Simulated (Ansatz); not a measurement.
## Br: course of a relaxation

The calculation used DFT PBE, scalar-relativistic, plane waves, PAW (Ansatz). Settings: 420 eV cutoff, 16×12×6 k-mesh, Gaussian smearing of 0.10 eV, no spin polarisation.

What was changed: biaxial strain in the a-b plane, c and atoms relaxed: -3.0 %.

Input:

```yaml
crystal:
  lattice:
    - [2.5386526486, 0.0, 0.0]
    - [0.0, 3.30017598, 0.0]
    - [0.0, 0.0, 9.0364428275]
  atoms:
    - { symbol: Br, position: [0.0, 0.0, 0.0] }
    - { symbol: Br, position: [0.5, 0.5, 0.5] }
basis:
  ecutwfc: 420
kpoints:
  mp_grid: { grid: [16, 12, 6] }
hamiltonian:
  xc: pbe
scf:
  occupations: { method: gaussian, width: 0.1 }
output:
  forces: true
  stress: true
  eigenvalues: true
relax:
  adjacent_minimum: "off"
  f_tol: 0.008
  max_steps: 40
  cell: { stress_tol: 0.015, fix: [a, b, gamma] }
```

F is the free energy. Steps run on the plane waves of an earlier cell, but the last one, and at times one on the way, on a freshly chosen basis, so a repeated geometry can differ a little in energy. The held parts of the cell keep their stress, so P needn't end at zero.

Steps:

```tsv
step	F − F(1) (eV)	largest force component (eV/Å)	V (Å³/atom)	P (GPa)
1	0.0000	0.000	37.854	2.22
2	0.0000	0.000	37.834	2.23
3	-0.0002	0.000	36.983	2.28
4	-0.0002	0.000	37.153	2.27
5	-0.0002	0.000	37.127	2.27
6	-0.0001	0.000	37.127	2.27
```

Relaxed structure:

```yaml
crystal:
  lattice:
    - [2.53865, 0.00000, 0.00000]
    - [0.00000, 3.30018, 0.00000]
    - [0.00000, 0.00000, 8.86307]
  atoms:
    - { symbol: Br, position: [0.00000, 0.00000, 0.00000] }
    - { symbol: Br, position: [0.50000, 0.50000, 0.50000] }
```

The structure is orthorhombic, space group Immm (No. 71). Conventional cell: a = 2.539 Å, b = 3.300 Å, c = 8.863 Å, α = 90.00°, β = 90.00°, γ = 90.00°. Br (site symmetry mmm) is surrounded by 2 Br at 2.54 Å.

The run converged. The run took roughly 30 core-seconds.